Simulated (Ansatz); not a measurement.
# C, before and after

A trial structure of C was built thus: 4-connected net of one element (P-6m2, No. 187). Its size is a rough estimate.

POSCAR.start

```
C
1.0
     2.50725    0.00000    0.00000
    -1.25362    2.17134    0.00000
     0.00000    0.00000   11.89624
C
12
Direct
  0.00000 0.00000 0.60180
  0.00000 0.00000 0.27060
  0.66667 0.33333 0.43603
  0.66667 0.33333 0.76770
  0.66667 0.33333 0.10237
  0.33333 0.66667 0.93591
  0.00000 0.00000 0.39820
  0.00000 0.00000 0.72940
  0.66667 0.33333 0.23230
  0.66667 0.33333 0.56397
  0.66667 0.33333 0.89763
  0.33333 0.66667 0.06409
```

Computed with DFT PBE, scalar-relativistic, plane waves, PAW in Ansatz. Cutoff 420 eV, Gaussian smearing, Γ-centred meshes. Cell and atoms relax first on a coarse mesh and then on a converged one. In between, the cell is made exact in the group found at 0.06 Å. The steps can't lower the symmetry of their start. No spin polarisation.

POSCAR.end

```
C
1.0
     2.51588    0.00000    0.00000
    -1.25794    2.17882    0.00000
     0.00000    0.00000   12.48530
C
12
Cartesian
  0.0000 0.0000 7.5495
  0.0000 0.0000 3.3684
  1.2579 0.7263 5.4597
  1.2579 0.7263 9.6371
  1.2579 0.7263 1.3042
  0.0000 1.4525 11.7008
  0.0000 0.0000 4.9358
  0.0000 0.0000 9.1169
  1.2579 0.7263 2.8482
  1.2579 0.7263 7.0256
  1.2579 0.7263 11.1811
  0.0000 1.4525 0.7845
```

The symmetry stays P-6m2 (No. 187). The volume per atom grows by 5.7 %, from 5.4 to 5.7 Å³. The shortest distance goes from 1.52 Å (C–C) to 1.54 Å (C–C). The energy falls by about 0.08 eV/atom (the start's value is from the coarse mesh).

| Property | Result |
| --- | --- |
| Volume per atom | 5.70 Å³ |
| Density | 3.50 g/cm³ |
| Energy over the standard state | +0.151 eV/atom |
| Gap on the 12×12×2 mesh of the 12-atom cell | 4.25 eV |

Energies count from the standard state of C at the same level. It lies above the standard state, so it could only be metastable.

The last run used Gaussian smearing of 0.02 eV. Kohn–Sham gaps at this level usually fall short of measured ones. The reference form of C is held partly by dispersion forces, which this level lacks. A structure relaxed within its symmetry needn't be a true minimum. In all, the 3 runs took 51 s on 1 thread of Arm Neoverse V2, on a shared host. Another cell of C relaxed alike, in Fd-3m, lies 14 meV/atom lower, so this cell isn't the stable form at this level.
